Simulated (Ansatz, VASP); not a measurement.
# ZrB2 in VASP and in Ansatz

File INCAR:

```
ALGO     = Normal         # electronic algorithm
EDIFF    = 1E-7           # SCF threshold, eV
ENCUT    = 520            # plane-wave cutoff, eV
GGA      = PS             # functional
ISIF     = 2              # what is computed and relaxed
ISMEAR   = -1             # smearing method
LASPH    = True           # aspherical terms in the spheres
LCHARG   = False          # write CHGCAR
LREAL    = False          # projectors in reciprocal space
LWAVE    = False          # write WAVECAR
NBANDS   = 16             # bands
NELM     = 80             # most SCF steps
PREC     = Accurate       # precision mode
SIGMA    = 0.05           # smearing width, eV
```

The input KPOINTS:

```
k-points
0
Gamma
  10 10 8
```

The input POSCAR:

```
ZrB2
1.0
    3.1487241912      0.0000000000      0.0000000000
   -1.5743620956      2.7268751391      0.0000000000
    0.0000000000      0.0000000000      3.5092878761
Zr B
1 2
Direct
    0.0000000000      0.0000000000      0.0000000000
    0.6666666667      0.3333333333      0.5000000000
    0.3333333333      0.6666666667      0.5000000000
```

Contents of input.yaml:

```yaml
crystal:
  lattice:
    - [3.1487241912, 0.0, 0.0]
    - [-1.5743620956, 2.7268751391, 0.0]
    - [0.0, 0.0, 3.5092878761]
  atoms:
    - { symbol: Zr, position: [0.0, 0.0, 0.0] }
    - { symbol: B, position: [0.6666666667, 0.3333333333, 0.5] }
    - { symbol: B, position: [0.3333333333, 0.6666666667, 0.5] }
hamiltonian:
  xc: pbesol
  pseudopotentials: { kind: paw }
kpoints:
  mp_grid: { grid: [10, 10, 8] }
scf:
  occupations: { method: fermi_dirac, width: 0.05 }
output:
  forces: true
  stress: true
  eigenvalues: true
  write_density: true
  write_potential: true
  elf: true
  volumetric_format: npy
```

Change from the starting cell: volume scaled by 0.98.

Alike in both runs: task single point; functional PBEsol; k mesh 10 × 10 × 8; occupations fermi-dirac, width 0.05 eV; no spin polarisation.

|  | VASP | Ansatz |
| --- | --- | --- |
| version | VASP 6.6.1 | Ansatz 0.2.0 |
| potentials or method | VASP PAW PBE potentials, release 64 (Zr_sv, B) | Ansatz PAW |
| plane-wave cutoff (eV) | 520 | 420 |
| valence electrons in the cell | 18 | 18 |

|  | VASP | Ansatz | Ansatz less VASP |
| --- | --- | --- | --- |
| gap on the k mesh at the Fermi level (eV) | none | none | - |
| pressure (GPa) | 1.2 | 0.9 | -0.34 |
| largest component of the traceless stress (GPa) | 0.36 | 0.37 | +0.003 |

A gap of «none» marks a metal or a gap that the smearing closes.

Caveats: the PAW data sets were made with another functional, which shifts forces and pressure a little (VASP); the PAW data sets come from PBE, with cores solved anew for the run's functional, which leaves a small shift of forces and pressure (Ansatz).
